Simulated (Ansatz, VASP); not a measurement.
# PbSe: VASP beside Ansatz, part 3 of 3

Aim: how closely do two programs agree when they are given the same cell, functional and k mesh? The cell is taken from a series of runs on this material, whose earlier steps may have relaxed, scaled, displaced or heated it; both programs get it as it stands.

VASP 6.6.1 and Ansatz 0.2.0.

So far: The starting structure; VASP: zone-centre phonons, LDA.

### Step 3. Ansatz: zone-centre phonons, LDA

Level of this step: Ansatz beside VASP: Kohn-Sham DFT, plane waves, LDA (Ansatz).

Ansatz runs on its PAW soft_1 files.

The same cell, functional (in two slightly different forms) and mesh now go to Ansatz, which takes its cutoff from its data sets.

Input file input.yaml:

```yaml
crystal:
  lattice:
    - [3.0259358111, 3.0259358111, 0.0]
    - [-3.0259358111, 3.0259358111, 0.0]
    - [0.0, 0.0, 29.92001632]
  atoms:
    - { symbol: Pb, position: [0.0, 0.0, 0.2226346373] }
    - { symbol: Pb, position: [0.5, 0.5, 0.3141297758] }
    - { symbol: Se, position: [0.5, 0.5, 0.2214693541] }
    - { symbol: Se, position: [0.0, 0.0, 0.315295059] }
  periodic: [true, true, false]
kpoints:
  mp_grid: { grid: [8, 8, 1] }
hamiltonian:
  xc: lda
  pseudopotentials: { kind: paw, azcp: { folder: soft_1 }, xc_functional: pbe }
scf:
  occupations: { method: fixed }
output:
  eigenvalues: true
phonons:
  method: dfpt
  dielectric: true
```

Started as:

```
> ansatz run input.yaml --threads 8 --pin off --max-ram 16384MiB --backend cpu --events-out ev --progress --plain --runs-dir out
```

Numbers of over 12 decimals in the logs are rounded to 6 here.

Output:

```text
Warning: phonons.dielectric: true without phonons.rigid_motions: the static dielectric tensor ε⁰ will be withheld (ε∞, Z* and the rows of modes are given); for a crystal or a slab, whose only rigid motions are the translations, set phonons.rigid_motions: translations
Warning: crystal.symmetry: narrowed to the stabiliser of the run's FFT grids — unitary ops 16 → 8. A phonons.method: dfpt run fills in the rows of the dynamical matrix that it does not solve by its symmetry operations, which is exact only for operations that map its FFT grids onto themselves: filled in by any other, the frequencies could depend on the order in which like atoms are typed, or, by more than the grids' own error, on where the crystal sits among the grids' points. Excluded: 8 operations. The run can therefore solve more perturbations, solve them on more k-points, or both, and cost more. [rest of the remark cut]
Engine: ansatz 0.2.0, aarch64-unknown-linux-gnu
Pseudopotentials: kind: paw
Pseudopotential: Pb, paw, valence charge 14, recommended cutoff 420 eV (normal), soft_1/Pb.paw.azcp
Pseudopotential: Se, paw, valence charge 16, recommended cutoff 420 eV (normal), soft_1/Se.paw.azcp
Functional definition: SPW92
  exchange = slater_x
  correlation = pw_c
Crystal: 4 atoms, lattice volume = 547.913 Å³
Basis set: ecut = 420 eV, 10675 PW (Γ), exchange–correlation on 60×60×400 points (8 copies of the dense FFT grid, shifted against one another)
Bands: 36, of which v1, the nominal top of the filled ones, is band 30 counted from 1 (29 counted from 0)
Symmetry: 16 space group operations
k-points: 21 of 64 (irreducible under 2 space group operations, time reversal used)
Non-local potential: Pb, projectors of the file, l = 0: 2, l = 1: 2, l = 2: 2, l = 3: 1
Non-local potential: Se, projectors of the file, l = 0: 2, l = 1: 2, l = 2: 3, l = 3: 1
PAW form: soft (Blöchl's): semilocal exchange-correlation on the pseudo side does not see the compensation charge
PAW frozen core: Pb, regenerated for the run's functional, and the local potential with it (the file was generated under x = pbe(κ = 0.804, μ = 0.219515), c = pbe(β = 0.066725))
PAW frozen core: Se, regenerated for the run's functional, and the local potential with it (the file was generated under x = pbe(κ = 0.804, μ = 0.219515), c = pbe(β = 0.066725))
PAW one-centre angular grid: Pb, 590 points (default); XC on 64 Gauss nodes
PAW one-centre angular grid: Se, 590 points (default); XC on 64 Gauss nodes
Initial density: superposition of atomic densities (neutral atoms: chi_scale 0, normalization atom)
Initial wavefunctions: pseudopotential atomic-orbital guess
Functional: x = slater, c = lda
SCF iter   1: F=—  HF=-33977.070855 eV  |F-HF|=—  |Δ(HF+E_count)|=         —  Δρ=1.35e-2  dr2=2.46e0  ethr=3.10e-3  ⟨swp⟩=6.8  Hψ=3251  notcnv=0  defer=82
preconditioner: auto → Resta (q_TF=auto, 1.887 Å⁻¹)  ε∞=1.5  [insulator: Δε(μ)=1.792 eV  Ē_g=14.222 eV  n_scr=60 (ndim 8)  ℏωp=10.0 eV  f_vac=0.752  ε∞_Penn≈1.5  vacuum switching on, ρ_ref=1.5e-2 e/Å³]
SCF iter   2: F=—  HF=-33976.331967 eV  |F-HF|=—  |Δ(HF+E_count)|=   7.39e-1  Δρ=4.64e-3  dr2=1.13e-1  ethr=3.10e-3  ⟨swp⟩=3.9  Hψ=1363  notcnv=0  defer=79
SCF iter   3: F=—  HF=-33976.298347 eV  |F-HF|=—  |Δ(HF+E_count)|=   3.36e-2  Δρ=2.10e-3  dr2=2.66e-2  ethr=1.89e-4  ⟨swp⟩=4.0  Hψ=1822  notcnv=0  defer=83
SCF iter   4: F=—  HF=-33976.293723 eV  |F-HF|=—  |Δ(HF+E_count)|=   4.62e-3  Δρ=7.77e-4  dr2=4.09e-3  ethr=4.44e-5  ⟨swp⟩=4.4  Hψ=1371  notcnv=0  defer=84
SCF iter   5: F=—  HF=-33976.292826 eV  |F-HF|=—  |Δ(HF+E_count)|=   8.97e-4  Δρ=2.15e-4  dr2=2.32e-4  ethr=6.82e-6  ⟨swp⟩=4.0  Hψ=1843  notcnv=0  defer=84
SCF iter   6: F=—  HF=-33976.292816 eV  |F-HF|=—  |Δ(HF+E_count)|=   1.04e-5  Δρ=5.42e-5  dr2=4.69e-5  ethr=3.86e-7  ⟨swp⟩=2.8  Hψ=1227  notcnv=0  defer=84
SCF iter   7: F=—  HF=-33976.292817 eV  |F-HF|=—  |Δ(HF+E_count)|=   1.39e-6  Δρ=1.18e-5  dr2=7.50e-7  ethr=7.82e-8  ⟨swp⟩=3.8  Hψ=1367  notcnv=0  defer=78
SCF iter   8: F=—  HF=-33976.292718 eV  |F-HF|=—  |Δ(HF+E_count)|=   9.93e-5  Δρ=6.44e-6  dr2=2.20e-7  ethr=1.25e-9  ⟨swp⟩=3.7  Hψ=1846  notcnv=0  defer=80
SCF iter   9: F=—  HF=-33976.292718 eV  |F-HF|=—  |Δ(HF+E_count)|=   7.15e-8  Δρ=1.71e-6  dr2=1.68e-8  ethr=3.67e-10  ⟨swp⟩=2.3  Hψ=1389  notcnv=0  defer=80
SCF iter  10: F=—  HF=-33976.292718 eV  |F-HF|=—  |Δ(HF+E_count)|=   2.81e-9  Δρ=2.90e-7  dr2=5.83e-10  ethr=2.79e-11  ⟨swp⟩=3.1  Hψ=1490  notcnv=0  defer=80
SCF iter  11: F=-33976.292718 eV  HF=-33976.292718 eV  |F-HF|=7.28e-11  |Δ(HF+E_count)|=  7.28e-11  Δρ=3.58e-8  dr2=8.28e-12  ethr=1.00e-12  ⟨swp⟩=29.0  Hψ=7556  notcnv=0
SCF 1 converged in 11 iterations: F = -33976.292718 eV  dr2 = 8.28e-12
  greatest PAW one-centre occupation: 1.000 electrons in one spin orbital (limit 2), on the Se atom at site 3 (counted from 0), in its partial waves of l = 2
DFPT response loops at Γ: preconditioner auto → none (the input reference at scf.mixing.eps_inf says where Resta's filter doesn't serve); β = 0.50; Broyden in place of MSR1
── the response to a field inside a basis, on 10×10×1 k-points: an SCF that follows is theirs, and a resumed run solves both again ──
Bands: 31, of which v1, the nominal top of the filled ones, is band 30 counted from 1 (29 counted from 0)
k-points: 15 of 100 (irreducible under 8 space group operations)
Initial density: handed on by an earlier stage of this run
Initial wavefunctions: pseudopotential atomic-orbital guess (no wavefunctions were taken with the density)
Eigensolver: Dense (15 Hₖ)
SCF iter   1: F=—  HF=-33976.267507 eV  |F-HF|=—  |Δ(HF+E_count)|=         —  Δρ=6.26e-5  dr2=8.23e-6  ethr=1.00e-1
preconditioner: auto → Resta (q_TF=auto, 1.887 Å⁻¹)  ε∞=1.6  [insulator: Δε(μ)=1.465 eV  Ē_g=12.814 eV  n_scr=60 (ndim 8)  ℏωp=10.0 eV  f_vac=0.766  ε∞_Penn≈1.6  vacuum switching on, ρ_ref=1.2e-2 e/Å³]
SCF iter   2: F=—  HF=-33976.267507 eV  |F-HF|=—  |Δ(HF+E_count)|=   2.99e-8  Δρ=3.20e-5  dr2=1.71e-6  ethr=1.37e-8
SCF iter   3: F=—  HF=-33976.267507 eV  |F-HF|=—  |Δ(HF+E_count)|=   5.07e-7  Δρ=5.10e-6  dr2=1.94e-7  ethr=2.85e-9
SCF iter   4: F=-33976.267507 eV  HF=-33976.267507 eV  |F-HF|=1.96e-8  |Δ(HF+E_count)|=   1.37e-8  Δρ=1.52e-6  dr2=2.65e-8  ethr=3.24e-10
SCF 1 converged in 4 iterations: F = -33976.267507 eV  dr2 = 2.65e-8
DFPT response loops at Γ: mixed as the last ones told, above
SCF converged after 11 iterations
Free energy (F): -33976.292718 eV
Harris-Foulkes:  -33976.292718 eV  (|F-HF|=7.28e-11)
Internal energy: -33976.292718 eV  (E = F + TS)
E sigma→0 (E₀):  -33976.292718 eV
Fermi energy:    -4.649143 eV
--- Per-component energies (eV) ---
  E_band       = -1649.311487
  E_kinetic    = 809.251089
  E_local      = -110418.649813  (includes V_loc(G=0)·N_el)
  E_nonlocal   = -81.717324
  E_hartree    = 54714.845360
  E_xc         = -579.417894
  E_vxc        = -460.057561  (∫ρ·V_xc dr)
  E_paw        = -24267.642223  (= ΣΔE_a)
  E_vpaw       = -927.828174  (= ΣTr[D̂ρ^β])
  E_aug_tail   = -0.000763  (compensation charges beyond the density's cutoff)
  E_ewald      = 45842.759379
  E_core_change = 4.279472  (= ΣΔE_core)
  E_smearing   = -0.000000  (= −TS)
  E_closure    = 0.000000  (closes the sum)
  Σ components = -33976.292718   (vs F -33976.292718, Δ=0.00e0)
--- Band table (eV; the first three rows and the last of 21) ---
  k-point 0: bands = [... 26 lower, -7.4202, -6.3236, -6.3236, -5.2548, -2.8462, -0.5243 (-0.5267°), -0.3449 (-0.3449°), 0.1230 (-0.0019°), ... 2 higher]
  k-point 1: bands = [... 26 lower, -7.2008, -6.2104, -6.0341, -5.2877, -2.8602, -0.6639 (-0.6638°), -0.4205 (-0.4225°), -0.2719 (-0.2719°), ... 2 higher]
  k-point 2: bands = [... 26 lower, -6.6874, -5.9167, -5.4367, -5.3708, -2.8124, -2.0585, -1.3350 (-1.3350°), -0.9412 (-0.9412°), ... 2 higher]
  k-point 20: bands = [... 26 lower, -7.8767, -7.8767, -6.2927, -6.2927, -1.0476, -1.0476, 0.2927, 0.2927, ... 2 higher]
  ° read free of the cell's end (the report's vacuum.weakly_bound_levels)
--- Phonons (Γ-DFPT): 8 representative perturbations + reference, on 21 of 64 k-points (Σ response iterations 33) ---
  ASR residual: 1.251e-4 → 0.000e0 eV/Å²; symmetrization residual: 1.267e-4 eV/Å²
  The last average, over the group as it would stand without the narrowing to the FFT grids, took up to 1.303e-5 eV/Å² of the zone centre's force constants
  ASR residual per site (eV/Å²): 2.08e-5 2.37e-5 1.25e-4 5.43e-5
  Γ frequencies (cm⁻¹): 0.00 0.00 0.00 37.14 37.14 48.65 53.67 53.67 100.36 100.36 143.20 172.53
  ε∞ (high-frequency dielectric tensor):
        5.569557    -0.000000     0.000000
       -0.000000     5.569557     0.000000
        0.000000     0.000000     1.183255
  α∞ (the layer's polarisability for a field applied outside it; Å, Gaussian; ε∞ is over the cell's 29.920 Å):
       10.879928    -0.000000     0.000000
       -0.000000    10.879928     0.000000
        0.000000     0.000000     0.436323
  ε⁰ (static dielectric tensor): not given — the deck does not say what the cell's rigid motions are, and on a molecule in a box or a wire the rigid rotations would enter the sum over the modes at Γ. For a crystal or a slab, whose only rigid motions are the translations, set phonons.rigid_motions: translations.
  Born effective charges Z* (e; rows j = field, columns β = displacement):
    site 0:
         5.18712    0.00000    0.00000
        -0.00000    5.18712   -0.00000
        -0.00000   -0.00000    0.24266
    site 1:
         5.18712   -0.00000   -0.00000
        -0.00000    5.18712   -0.00000
         0.00000   -0.00000    0.24266
    site 2:
        -5.18712   -0.00000    0.00000
         0.00000   -5.18712   -0.00000
        -0.00000    0.00000   -0.24266
    site 3:
        -5.18712   -0.00000   -0.00000
         0.00000   -5.18712    0.00000
         0.00000    0.00000   -0.24266
  Z* charge neutrality: 6.144e-2 e pre-enforcement
  solved inside a basis spanned on kpoints, on 10×10×1 k-points, its susceptibility summed on 12×12×1: ε∞ is read to err by 3.5e-2, Z* by 5.4e-2 e (field_mesh: kpoints solves on kpoints); Z* is corrected for what the basis lacks
  optical modes at Γ without the LO–TO term, one row a degenerate level:
      ω (cm⁻¹)  modes    IR ((D/Å)²/amu)
         37.14      2             0.0000
         48.65      1             0.0000
         53.67      2            43.4252
        100.36      2             0.0000
        143.20      1             0.0000
        172.53      1             0.0475
```

### Step 4. Side by side

Known differences besides the potentials themselves: fixed occupations in Ansatz, narrow Gaussian smearing in VASP; Ansatz cuts the interaction across the vacuum, VASP repeats the sheet without a dipole correction; VASP's response is taken on the typed mesh, Ansatz refines its own for the field response alone; the data sets hold 60 valence electrons in Ansatz (on its PAW soft_1 files) and 40 in VASP; the cutoff is 420 eV in Ansatz and 500 eV in VASP; VASP's log shows a relativistic correction to its local exchange, Ansatz's none. Total energies have different zeros and are not compared.

Compared:

```
                  quantity  Ansatz   VASP  difference
optical mode 1 to 2 (cm⁻¹)    37.1   38.5        -1.3
     optical mode 3 (cm⁻¹)    48.6   48.6        +0.1
optical mode 4 to 5 (cm⁻¹)    53.7   55.6     -3.53 %
optical mode 6 to 7 (cm⁻¹)   100.4  102.2     -1.79 %
     optical mode 8 (cm⁻¹)   143.2  144.1     -0.62 %
     optical mode 9 (cm⁻¹)   172.5  172.8     -0.15 %
```

Not compared: the dielectric constant (it scales with the vacuum, whose height the programs need not share). Modes are paired by rising frequency, not by their patterns, so a pair may set unlike modes beside each other; they are those without the splitting of longitudinal modes. Where the cell holds vacuum, a pressure given here is an average over it and none of the material.

### Step 5. Summary of results

| Quantity | Value |
| --- | --- |
| r.m.s. difference of the optical zone-centre modes, each program's sorted by frequency (zone-centre phonons, LDA) | 1.4 cm⁻¹ |
| difference in optical mode 4 to 5 (zone-centre phonons, LDA) | -3.5 % |

The r.m.s. difference of the optical zone-centre modes, each program's sorted by frequency is 1.4 cm⁻¹ (zone-centre phonons, LDA). The data sets hold unlike numbers of valence electrons (60 in Ansatz and 40 in VASP), so part of the differences may come from the potentials. Among the rows given in per cent, the largest difference of the zone-centre phonons, LDA pair is in optical mode 4 to 5, -3.5 %. How closely two codes agree says nothing of how well the functional describes the real material.

[Lines on the potential files, build, host, timing and source positions are cut from VASP's logs without a mark.]

[Logs are printed without paths, hosts, clocks, repeated set-up lines and the standing remarks that a program may print on its own settings, such as how far it seeks lower states.]

[Hosts, paths, dates, database ids (printed as entryN), source tags and the programs' standing remarks are cut or masked in the printed files.]
